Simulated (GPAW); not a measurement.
**BAs: single point with LDA**

Crystal: BAs.

```xyz
2
Lattice="0.0000 2.3885 2.3885 2.3885 0.0000 2.3885 2.3885 2.3885 0.0000" Properties=species:S:1:pos:R:3 pbc="T T T"
As    3.5827    3.5827    3.5827
B     0.0000    0.0000    0.0000
```

| Quantity | Value |
| --- | --- |
| Program | GPAW 26.7.0 |
| Task | single point |
| Functional | LDA |
| Potentials or basis | the program's PAW data sets (release 1.2.1) made for this functional |
| Cutoff | 600 eV |
| Basis | pw |
| k mesh | 8 × 8 × 8 |
| Occupations | fermi-dirac, width 0.05 eV |
| Spin | no spin polarisation |
| Maxiter | 120 |
| Convergence | default |

| Quantity | Value |
| --- | --- |
| Pressure | -3.4 GPa |
| Band gap on the k mesh | 1.15 eV, indirect (least direct gap 3.27 eV) |

Levels at points of the mesh, in eV from the valence-band top:
| k point | band 1 | band 2 | band 3 | band 4 | band 5 | band 6 | band 7 |
| --- | --- | --- | --- | --- | --- | --- | --- |
| (0.00, 0.00, 0.00) | -15.38 | 0.00 | 0.00 | 0.00 | 3.27 | 3.27 | 3.27 |
| (0.50, 0.50, 0.00) | -11.26 | -8.42 | -4.07 | -4.07 | 1.34 | 1.43 | 11.28 |
| (0.50, 0.50, 0.50) | -12.53 | -8.75 | -1.81 | -1.81 | 2.70 | 4.77 | 4.77 |

Wall time 4 s on 1 thread of Arm Neoverse V2, on a shared host, peak memory 0.13 GiB.

Caveat: the cutoff is short for stress and forces, so pressures can be off by a GPa or more. A k mesh can miss the band edges.
